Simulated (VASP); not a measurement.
Here is a VASP 6.6.1 calculation.

Contents of INCAR:

```
SYSTEM = Pt
  PREC = Accurate
  ENCUT = 520
  EDIFF = 1E-6
  ISMEAR = 0
  SIGMA = 0.1
  LREAL = .False.
  LASPH = .True.
  NELM = 100
  ALGO = Fast
  ISIF = 2
  LWAVE = .False.
  LCHARG = .True.
  GGA = PE
  LELF = .True.
  LVHAR = .True.
  NBANDS = 50
```

Contents of KPOINTS:

```
regular mesh
0
Gamma
  4 4 4
  0 0 0
```

File POSCAR:

```
Pt
1.0
    4.9236037767     -3.4798820670      0.0000000000
    4.9236037767      3.4798820670      0.0000000000
   -2.0315147487      0.0000000000      4.1104493000
Pt
8
Direct
    0.8260000000      0.8260000000      0.1740000000
    0.1740000000      0.1740000000      0.8260000000
    0.2480000000      0.2480000000      0.1860000000
    0.7520000000      0.7520000000      0.8140000000
    0.7691000000      0.3029000000      0.1810000000
    0.6971000000      0.2309000000      0.8190000000
    0.2309000000      0.6971000000      0.8190000000
    0.3029000000      0.7691000000      0.1810000000
```

Potentials or basis: VASP PAW PBE potentials, release 64 (Pt).

Command:

```bash
$ cat potpaw_PBE.64/Pt/POTCAR > POTCAR
$ mpirun -np 1 vasp_std > vasp.out
```

**Question.** What does it give for the largest force?

**Answer.** 75.774 eV/Å.

**Question.** What does it give for the band gap on the k mesh?

**Answer.** None (metal or under the smearing width).

Forces on the atoms (eV/Å):
```
Pt   -1.367   0.000  75.373
Pt    1.367   0.000 -75.373
Pt    0.428   0.000  75.773
Pt   -0.428   0.000 -75.773
Pt   -1.440   1.050  74.258
Pt    1.440   1.050 -74.258
Pt    1.440  -1.050 -74.258
Pt   -1.440  -1.050  74.258
```

Caveat: the k mesh is coarse (spacing up to 0.38 Å⁻¹), so the values aren't converged; forces of over 1 eV/Å show positions far from the minimum, so gaps and moduli don't describe the material at rest. Spin-orbit coupling is left out, which matters for the levels of Pt.
